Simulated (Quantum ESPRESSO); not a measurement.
CaO:

```xyz
2
Lattice="0.0000 2.4036 2.4036 2.4036 0.0000 2.4036 2.4036 2.4036 0.0000" Properties=species:S:1:pos:R:3 pbc="T T T"
Ca    0.0000    0.0000    0.0000
O     2.4036    2.4036    2.4036
```

The cell is a database's computed one.

Base run:

```yaml
Program: Quantum ESPRESSO 7.5
Functional: AM05
Potentials_or_basis: PseudoDojo 0.4.1 SR PBE standard
Cutoff: 1143 eV
Density_cutoff: 4572 eV
k_mesh: 8 × 8 × 8, shifted
Occupations: fermi-dirac, width 0.05 eV
Spin: no spin polarisation
```

Its results: pressure -1.9 GPa; electronic dielectric tensor (diagonal) 3.82.

**Question.** After a change of settings the same cell gave: pressure -2.8 GPa; electronic dielectric tensor (diagonal) 3.83. Which change was it?
A. functional from AM05 to BLYP
B. functional from AM05 to PBE
C. functional from AM05 to WC
D. functional from AM05 to LDA; potentials or basis from PseudoDojo 0.4.1 SR PBE standard to PseudoDojo 0.4.1 SR LDA standard

**Answer.** C.

Caveats: the potentials were made for another functional, which shifts forces and pressure.
